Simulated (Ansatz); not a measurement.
Crystal: Se.

```
CELL_PARAMETERS angstrom
1.39427 -4.03900 0.00000
1.39427 4.03900 0.00000
0.00000 0.00000 4.61343
ATOMIC_POSITIONS crystal
Se 0.06434 0.93566 0.25000
Se 0.93566 0.06434 0.75000
```

This isn't the form of Se at room conditions, which is trigonal, of chains.

| Property | Result |
| --- | --- |
| Program | Ansatz 0.2.0 |
| Task | relaxation of cell and atoms |
| Functional | PBE |
| Potentials or basis | Ansatz PAW |
| Cutoff | 420 eV (not typed: the program's choice for these potentials) |
| k mesh | 10 × 10 × 6 |
| Occupations | fermi-dirac, width 0.05 eV |
| Spin | no spin polarisation |

At the start: volume 25.98 Å³/atom.

Question: How do energy, volume and symmetry change on relaxing?

Answer: It ends after 9 steps and the volume is 29.41 Å³/atom (+13.2 %); space group Cmcm (No. 63, to 0.05 Å).

Step by step:
```csv
step,energy change (eV),largest force (eV/Å),volume (Å³)
1,0.0000,0.0366,51.96
2,-0.0039,0.2288,55.12
3,-0.0172,0.0034,54.74
4,-0.0199,0.0385,55.39
5,-0.0227,0.0208,56.92
6,-0.0235,0.0048,57.91
7,-0.0238,0.0047,58.64
8,-0.0238,0.0002,58.82
9,-0.0243,0.0001,58.82
```

Final structure:
```
Se
1.0
     1.39671   -4.48601    0.00000
     1.39671    4.48601    0.00000
     0.00000    0.00000    4.69391
Se
2
Cartesian
  1.3967 3.9849 1.1735
  1.3967 -3.9849 3.5204
```

Caveat: the plane-wave basis is chosen anew once the cell has moved, so the energies of steps on either side of that aren't comparable.
